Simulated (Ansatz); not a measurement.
# ZnSe (F-43m): a vacancy on Zn

One table from this session's results is given with a row withheld; the runs are named, their logs left out.

All numbers below are computed with Ansatz 0.2.0 (DFT PBEsol, scalar-relativistic, plane waves, PAW).

3 further runs of the same task are left out: 3 set aside as unsound or not needed. Runs told in other sessions of the task aren't counted.

## Starting point

The cell holds 31 atoms (Se16Zn15): a = 9.757 Å, b = 9.757 Å, c = 9.757 Å, α = 109.47°, β = 109.47°, γ = 109.47°.

The coordinates of this cell stand in the input of its own run.

The host was relaxed before at PBEsol: a = 5.633 Å, b = 5.633 Å, c = 5.633 Å, α = 90.00°, β = 90.00°, γ = 90.00° (conventional cell), 22.345 Å³/atom.

Places, in fractions of the supercell: a vacancy on Zn at (0.250, 0.250, 0.500). Its neighbours start displaced at random, with a spread of 0.03 Å in each coordinate.

The first run:

input.yaml

```yaml
crystal:
  lattice:
    - [0.0, 2.8166236589, 2.8166236589]
    - [2.8166236589, 0.0, 2.8166236589]
    - [2.8166236589, 2.8166236589, 0.0]
  atoms:
    - { symbol: Zn, position: [0.0, 0.0, 0.0] }
    - { symbol: Se, position: [0.75, 0.75, 0.75] }
basis:
  ecutwfc: 420
  xc_grid: 2
kpoints:
  mp_grid: { grid: [8, 8, 8] }
  band_path: { path: [VBM, CBM], npoints: 2 }
hamiltonian:
  xc: pbesol
scf:
  occupations: { method: gaussian, width: 0.02 }
output:
  forces: true
  stress: true
  eigenvalues: true
```

The run is started by

```sh
$ ansatz run input.yaml --threads 8 --pin off --max-ram 16384MiB --backend cpu --events-out ev --progress --plain --runs-dir out
```

Steps of the session up to this table: Band edges of the host over the zone; Dielectric tensors of the host, without U; The perfect crystal in the supercell of 32 atoms; Charge 0, atoms relaxed; More of the same log: V_Zn, charge +0, atoms relaxed at the host's cell; Charge -1, atoms relaxed; Charge -2, atoms relaxed; More of the same log: V_Zn, charge -2, atoms relaxed at the host's cell.

One of the session's tables, all rows but one given; the rest of the session is left out.

It belongs to the step «The neighbours». 

```
      state  cell moment (μB)
ideal sites              0.00
   charge 0                 ?
  charge -1              1.00
  charge -2              0.00
```

Q: Estimate the row for charge 0 from the others.

**Answer.** cell moment (μB): 2.00. In the column «cell moment (μB)» it is the highest.

Limits of these values: The program doubts the potential alignment. Warnings in the runs' records: seeded moment not kept, field response mesh resolution.
